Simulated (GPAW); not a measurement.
# PbSe (Clausthalite) (Fm-3m) in GPAW: single point with PBE

Aim: the single point of PbSe (Clausthalite) with PBE.

Program: GPAW 26.7.0. These are calculated values, not measurements. Logs are shortened: lines on timing, memory, paths and dates and some standing lists are left out, and cuts for length are marked. The log counts tension as positive stress, the text compression.

**The experiment to reproduce.**

From a printed reference work, monograph, for a bulk crystal of PbSe at 300 K: band gap 0.28 eV (direct).

The runs below are set against these values where they give the same quantity.

### Step 1. The structure

It takes space group Fm-3m (No. 225, cubic). Conventional cell: a = 6.121 Å, b = 6.121 Å, c = 6.121 Å, α = 90.00°, β = 90.00°, γ = 90.00°. Pb (site symmetry m-3m) has 6 Se at 3.06 Å as nearest neighbours. Se (site symmetry m-3m) has 6 Pb at 3.06 Å as nearest neighbours.

### Step 2. Single point, PBE

run.py reads:

```python
from ase.dft.bandgap import bandgap
from ase.io import read, write
from ase.units import GPa
from gpaw import GPAW, PW

atoms = read('POSCAR')

calc = GPAW(mode=PW(450),
            xc='PBE',
            kpts={'size': (6, 6, 6), 'gamma': True},
            occupations={'name': 'fermi-dirac', 'width': 0.01},
            nbands=19,
            convergence={'density': 1e-05, 'energy': 1e-05},
            maxiter=150,
            txt='gpaw.txt')
atoms.calc = calc
energy = atoms.get_potential_energy()
forces = atoms.get_forces()
stress = atoms.get_stress()
calc.write('gs.gpw')
write('result.traj', atoms)
print(f'Energy: {energy:.6f} eV')
print('Forces (eV/A):')
print(forces.round(4))
print('Stress (GPa):', (stress / GPa).round(3))
print('Fermi level:', round(calc.get_fermi_level(), 4), 'eV')
print(f'Gap: {bandgap(calc)[0]:.4f} eV, direct: {bandgap(calc, direct=True)[0]:.4f} eV')
```

POSCAR reads:

```
PbSe
1.0
    0.0000000000      3.0606500000      3.0606500000
    3.0606500000      0.0000000000      3.0606500000
    3.0606500000      3.0606500000      0.0000000000
Pb Se
1 1
Direct
    0.0000000000      0.0000000000      0.0000000000
    0.5000000000      0.5000000000      0.5000000000
```

Potentials or basis: GPAW PAW data sets (gpaw-data 1.2.1), pw.

Started as:

```console
$ OMP_NUM_THREADS=1 python run.py
```

gpaw.txt:

```text
__  _  _
 | _ |_)|_||  |
 |__||  | ||/\| - 26.7.0

Input parameters:
  mode=PW(ecut=450.00000000000006),
  convergence={'density': 1e-05, 'energy': 1e-05},
  kpts=MonkhorstPack(size=(6, 6, 6), gamma=True),
  maxiter=150,
  nbands=19,
  occupations=Occupations(name='fermi-dirac', width=0.01),
  xc=XC(name='PBE')

Diagonalizing LCAO Hamiltonian
Converting LCAO to pw mode

                Se

       Pb

Atoms  # Å, Bohr magnetons
|   | symbol |        x |        y |        z |    initial magnetic moments |
|---|--------|----------|----------|----------|-----------------------------|
| 0 |     Pb | 0.000000 | 0.000000 | 0.000000 | ( 0.0000,  0.0000,  0.0000) |
| 1 |     Se | 3.060650 | 3.060650 | 3.060650 | ( 0.0000,  0.0000,  0.0000) |

Unit cell  # Å
| periodic |        x |        y |        z |  lengths |    angles |
|----------|----------|----------|----------|----------|-----------|
|      yes | 0.000000 | 3.060650 | 3.060650 | 4.328413 | 60.000000 |
|      yes | 3.060650 | 0.000000 | 3.060650 | 4.328413 | 60.000000 |
|      yes | 3.060650 | 3.060650 | 0.000000 | 4.328413 | 60.000000 |

Number of symmetries: 48
Symmetry operations  # r_c * U_cc + t_c -> r_c
|    | kind |            matrix            |
|----|------|------------------------------|
|  0 |  σ   |  1, 0, 0,  1, 0,-1,  1,-1, 0 |
|  1 |  C2  |  1, 0, 0,  1,-1, 0,  1, 0,-1 |
|  2 |  E   |  1, 0, 0,  0, 1, 0,  0, 0, 1 |
|  3 |  σ   |  1, 0, 0,  0, 0, 1,  0, 1, 0 |
|  4 |  C4  |  1, 0,-1,  1, 0, 0,  1,-1, 0 |
|  5 |  S6  |  1, 0,-1,  1,-1, 0,  1, 0, 0 |
|  6 |  σ   |  1, 0,-1,  0, 1,-1,  0, 0,-1 |
|  7 |  C3  |  1, 0,-1,  0, 0,-1,  0, 1,-1 |
|  8 |  S6  |  1,-1, 0,  1, 0, 0,  1, 0,-1 |
|  9 |  C4  |  1,-1, 0,  1, 0,-1,  1, 0, 0 |
| 10 |  C3  |  1,-1, 0,  0,-1, 1,  0,-1, 0 |
| 11 |  σ   |  1,-1, 0,  0,-1, 0,  0,-1, 1 |
| 12 |  σ   |  0, 1, 0,  1, 0, 0,  0, 0, 1 |
| 13 |  C4  |  0, 1, 0,  0, 1,-1, -1, 1, 0 |
| 14 |  C3  |  0, 1, 0,  0, 0, 1,  1, 0, 0 |
| 15 |  S6  |  0, 1, 0, -1, 1, 0,  0, 1,-1 |
| 16 |  C2  |  0, 1,-1,  1, 0,-1,  0, 0,-1 |
| 17 |  σ   |  0, 1,-1,  0, 1, 0, -1, 1, 0 |
| 18 |  S4  |  0, 1,-1,  0, 0,-1,  1, 0,-1 |
| 19 |  C4  |  0, 1,-1, -1, 1, 0,  0, 1, 0 |
| 20 |  C3  |  0, 0, 1,  1, 0, 0,  0, 1, 0 |
| 21 |  σ   |  0, 0, 1,  0, 1, 0,  1, 0, 0 |
| 22 |  S6  |  0, 0, 1,  0,-1, 1, -1, 0, 1 |
| 23 |  C4  |  0, 0, 1, -1, 0, 1,  0,-1, 1 |
| 24 |  S4  |  0, 0,-1,  1, 0,-1,  0, 1,-1 |
| 25 |  C3  |  0, 0,-1,  0, 1,-1,  1, 0,-1 |
| 26 |  C2  |  0, 0,-1,  0,-1, 0, -1, 0, 0 |
| 27 |  S6  |  0, 0,-1, -1, 0, 0,  0,-1, 0 |
| 28 |  S4  |  0,-1, 1,  1,-1, 0,  0,-1, 0 |
| 29 |  C4  |  0,-1, 1,  0, 0, 1, -1, 0, 1 |
| 30 |  C2  |  0,-1, 1,  0,-1, 0,  1,-1, 0 |
| 31 |  σ   |  0,-1, 1, -1, 0, 1,  0, 0, 1 |
| 32 |  C3  |  0,-1, 0,  1,-1, 0,  0,-1, 1 |
| 33 |  S6  |  0,-1, 0,  0, 0,-1, -1, 0, 0 |
| 34 |  S4  |  0,-1, 0,  0,-1, 1,  1,-1, 0 |
| 35 |  C2  |  0,-1, 0, -1, 0, 0,  0, 0,-1 |
| 36 |  C2  | -1, 1, 0,  0, 1, 0,  0, 1,-1 |
| 37 |  S6  | -1, 1, 0,  0, 1,-1,  0, 1, 0 |
| 38 |  S4  | -1, 1, 0, -1, 0, 1, -1, 0, 0 |
| 39 |  C3  | -1, 1, 0, -1, 0, 0, -1, 0, 1 |
| 40 |  S6  | -1, 0, 1,  0, 0, 1,  0,-1, 1 |
| 41 |  C2  | -1, 0, 1,  0,-1, 1,  0, 0, 1 |
| 42 |  C3  | -1, 0, 1, -1, 1, 0, -1, 0, 0 |
| 43 |  S4  | -1, 0, 1, -1, 0, 0, -1, 1, 0 |
| 44 |  C2  | -1, 0, 0,  0, 0,-1,  0,-1, 0 |
| 45 |  i   | -1, 0, 0,  0,-1, 0,  0, 0,-1 |
| 46 |  σ   | -1, 0, 0, -1, 1, 0, -1, 0, 1 |
| 47 |  C2  | -1, 0, 0, -1, 0, 1, -1, 1, 0 |

BZ-sampling:
  Number of BZ points: 216
  Number of IBZ points: 16

  Monkhorst-Pack size: [6, 6, 6]
  Monkhorst-Pack shift: [0.08333333333333333, 0.08333333333333333, 0.08333333333333333]

K-points  # in reciprocal-cell coordinates
|     |                                coordinates |     weight |
|-----|--------------------------------------------|------------|
|   0 | (  0.00000000,   0.00000000,   0.00000000) | 0.00462963 |
|   1 | (  0.16666667,   0.16666667,   0.00000000) | 0.02777778 |
|   2 | (  0.16666667,   0.16666667,   0.16666667) | 0.03703704 |
|   3 | (  0.33333333,   0.16666667,   0.16666667) | 0.05555556 |
|   4 | (  0.33333333,   0.33333333,  -0.33333333) | 0.05555556 |
|   5 | (  0.33333333,   0.33333333,   0.00000000) | 0.02777778 |
|   6 | (  0.33333333,   0.33333333,   0.16666667) | 0.11111111 |
|   7 | (  0.33333333,   0.33333333,   0.33333333) | 0.03703704 |
|   8 | (  0.50000000,   0.33333333,  -0.33333333) | 0.11111111 |
|   9 | (  0.50000000,   0.33333333,  -0.16666667) | 0.05555556 |
| ... |                                            |            |
|  15 | (  0.50000000,   0.50000000,   0.50000000) | 0.01851852 |

Plane wave coefficients: 1260
Cutoff: 450.00000000000006 eV

Spin-components: 1 (collinear spins)
Bands:           19
Projectors:      11
Spin-degeneracy: 2
Datatype:        complex128

Density:
  Valence electrons: 20.0
  Components: 1
  Grid points: [24 24 24]
  Charge: 0.0  # |e|

Potential:
  Grid points: [24 24 24]

species:
  Pb:
    name:    Lead
    Z:       82.0
    valence: 14
    core:    68
    charge:  0.0  # [|e|]
    compensation charges:
      type: gauss
      rc: 0.38  # [Å]
      lmax: 2
    cutoffs:
      filter: 2.36  # [Å]
      core: 2.43  # [Å]
    projectors
    | kind |    occ | energy [eV] | rcut [Å] |
    |------|--------|-------------|----------|
    |   6s |  2.000 |     -11.969 |    1.259 |
    |   6p |  2.000 |      -3.506 |    1.275 |
    |   5d | 10.000 |     -21.211 |    1.217 |
    |    s |        |      15.243 |    1.259 |
    |    p |        |      23.705 |    1.275 |
    |    d |        |       6.001 |    1.217 |

    Using partial waves for Pb as LCAO basis

  Se:
    name:    Selenium
    Z:       34.0
    valence: 6
    core:    28
    charge:  0.0  # [|e|]
    compensation charges:
      type: gauss
      rc: 0.27  # [Å]
      lmax: 2
    cutoffs:
      filter: 1.77  # [Å]
      core: 2.67  # [Å]
    projectors
    | kind |    occ | energy [eV] | rcut [Å] |
    |------|--------|-------------|----------|
    |   4s |  2.000 |     -17.277 |    0.847 |
    |   4p |  4.000 |      -6.512 |    1.005 |
    |    s |        |       9.935 |    0.847 |
    |    p |        |      20.699 |    1.005 |
    |    d |        |       0.000 |    0.847 |

    Using partial waves for Se as LCAO basis

Reference energy: -633377.995495  # eV

eigensolver:
  PPCG
  Converge bands: occupied
  niter=2

density mixing:
  MSR1-Mixer
  Pratt-step length: 0.05
  Maximum mixing coefficient: 0.75
  Old densities: 10
  SVD Regularization: 0.005
  Good broyden scale: 1.0
  Trust region scale: 1.0
  Backstep threshold: 4.0
  History deletion threshold: 6.0
  Fourier metric: weight=20.0, sigma=0.015

occupation numbers:
  Fermi-Dirac:
    width: 0.0100  # eV

poisson solver:
  ecut: 3600.0000000000005  # eV

xc functional:
  name: PBE with 2 nearest neighbor stencil

convergence criteria:
- Maximum integral of absolute [dens]ity change: 1e-05 electrons / valence electron
- Maximum [total energy] change in last 3 cyles: 1e-05 eV / valence electron
- Maximum integral of absolute [eigenst]ate change: 4e-08 eV^2 / valence electron
maximum number of iterations: 150

SCF iterations
|iter     | |      energy | eigst |  dens |
|---------|-|-------------|-------|-------|
|iter:   1| |   -8.626604 | -0.26 |       |
|iter:   2| |   -8.567026 | -2.15 | -1.24 |
|iter:   3| |   -8.373798 | -1.91 | -1.28 |
|iter:   4| |   -8.375381 | -3.85 | -1.90 |
|iter:   5| |   -8.376041 | -4.41 | -2.29 |
|iter:   6| |   -8.376064 | -5.72 | -3.24 |
|iter:   7| |   -8.376066c| -6.88 | -3.77 |
|iter:   8| |   -8.376066c| -7.79c| -4.48 |
|iter:   9| |   -8.376066c| -7.89c| -5.25c|

Converged in 9 steps
Energy contributions relative to reference atoms: (reference = -633377.995495)

Energy contributions:
  Kinetic:          20.196815
  Coulomb:         -20.299588
  Zero:             -0.059975
  External:          0.000000
  Xc:               -8.213319
  Entropy:          -0.000000
  Spinorbit:         0.000000
  ----------------------------
  Free energy:      -8.376067
  Extrapolated:     -8.376066

dipole moment: (-25.875007, -25.875007, -25.875007)  # |e|*Ang

Fermi level: 6.263
Eigenvalues  # (at kpt = [0.000, 0.000, 0.000])
| band index |      eig [eV] | occ [0-2] |
|------------|---------------|-----------|
|          0 |       -10.720 |     2.000 |
|        ... |               |           |
|          2 |       -10.718 |     2.000 |
|          3 |       -10.718 |     2.000 |
|          4 |       -10.718 |     2.000 |
|          5 |        -7.477 |     2.000 |
|          6 |        -0.128 |     2.000 |
|          7 |         4.214 |     2.000 |
[... 9 lines left out ...]
|         17 |        14.530 |     0.000 |
|         18 |        15.113 |     0.000 |

Gap: 0.245 eV
Transition (v -> c):
  (s=0, k=15, n=9, [0.50, 0.50, 0.50]) -> (s=0, k=15, n=10, [0.50, 0.50, 0.50])
No difference between direct/indirect transitions

Forces  # eV/Ang
|       x |       y |        z |
|---------|---------|----------|
| 0.00000 | 0.00000 | -0.00000 |  # Pb   0
| 0.00000 | 0.00000 | -0.00000 |  # Se   1

Stress tensor  # eV/Ang^3
|         x |         y |         z |
|-----------|-----------|-----------|
| -0.009924 | -0.000000 | -0.000000 |
| -0.000000 | -0.009924 |  0.000000 |
| -0.000000 |  0.000000 | -0.009924 |

# Writing to gs.gpw (mode='')
```

Run time: 11 s. Hardware: 1 thread of Arm Neoverse V1, shared host; peak memory 0.14 GiB.

What came out:

```yaml
Free_energy: -8.3761 eV
Pressure: 1.6 GPa
Band_gap_on_the_k_mesh: 0.24 eV, direct
```

Levels at points of the mesh, in eV from the valence-band top:
```csv
k point,band 8,band 9,band 10,band 11,band 12,band 13
"(0.00, 0.00, 0.00)",-1.93,-1.93,-1.93,4.65,4.65,4.65
"(0.50, 0.50, 0.00)",-5.03,-3.28,-3.28,3.67,5.55,5.55
"(0.50, 0.50, 0.50)",-1.51,-1.51,0.00,0.24,1.64,1.64
```

Caveat: the cutoff is short for stress and forces, so pressures can be off by a GPa or more; spin-orbit coupling is left out, which as a rule narrows the gap of such compounds by several tenths of an eV.

### Step 3. Comparison with measurements

Step 2. Measured gap of PbSe: 0.28 eV (direct; 300 K; a printed reference work, monograph). This calculation gives 0.24 eV (-0.04 eV). 2 values of this kind are on record (0.15 to 0.28 eV); this one was drawn at random. Spin-orbit coupling on Pb, Se is left out. The value is that of PBE on a finite k mesh, which can miss the band edges, without temperature or zero-point motion. Semilocal functionals fall short of measured gaps as a rule.
